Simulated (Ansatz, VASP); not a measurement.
## PbSe in VASP and in Ansatz

```
Pb Se
1.0
     0.00000    3.00091    3.06215
     3.00091    0.00000    3.06215
     3.00091    3.00091    0.00000
Pb Se
1 1
Direct
  0.00000 0.00000 0.00000
  0.50000 0.50000 0.50000
```

Change from the starting cell: equal xx and yy strain of -2 %.

Alike in both runs: task single point; functional PBE; k mesh 9 × 9 × 9; occupations fermi-dirac, width 0.01 eV; no spin polarisation.

|  | VASP | Ansatz |
| --- | --- | --- |
| version | VASP 6.6.1 | Ansatz 0.2.0 |
| potentials or method | VASP PAW PBE potentials, release 64 (Pb_d, Se), cutoff 520 eV | all-electron LAPW, scalar-relativistic |

```csv
,VASP,Ansatz,Ansatz less VASP
gap on the k mesh at the Fermi level (eV),0.64,0.64,-0.001
pressure (GPa),4.9,4.9,+0.02
largest component of the traceless stress (GPa),1.99,1.98,-0.006
```

Ansatz ran all-electron here, so the differences hold the error of VASP's frozen core and of both bases.

Caveats: spin-orbit coupling is left out, which as a rule narrows the gap of such compounds by several tenths of an eV; an odd mesh through Γ misses points on the zone boundary, where band edges often lie.
